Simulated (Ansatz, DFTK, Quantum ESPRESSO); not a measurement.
## One calculation of Rb, 3 ways

```xyz
1
Lattice="-2.8025 2.8025 2.8025 2.8025 -2.8025 2.8025 2.8025 2.8025 -2.8025" Properties=species:S:1:pos:R:3 pbc="T T T"
Rb    0.0000    0.0000    0.0000
```

Alike in all runs: task band structure; functional PBEsol; k mesh 7 × 7 × 7; occupations fermi-dirac, width 0.05 eV; no spin polarisation; no spin-orbit coupling. Pressure is positive in compression and, in plane waves, holds the error of the finite cutoff.

| program and potentials | plane-wave cutoff (eV) | notes | pressure (GPa) |
| --- | --- | --- | --- |
| Ansatz, all-electron LAPW, scalar-relativistic | - | - | -0.06 |
| Quantum ESPRESSO, PseudoDojo 0.4.1 SR PBEsol standard | 626 | - | -0.07 |
| DFTK, SG15 1.2 (PBE) | 952 | potentials made for PBE | -0.06 |

The pressure spans -0.07 (Quantum ESPRESSO, PseudoDojo 0.4.1 SR PBEsol standard) to -0.06 GPa (Ansatz, all-electron LAPW, scalar-relativistic), with all-electron results at -0.06.

Differences between rows come from potentials, basis sets and numerical settings, since the functional is the same but for its coding. Runs on potential files found faulty are left out.
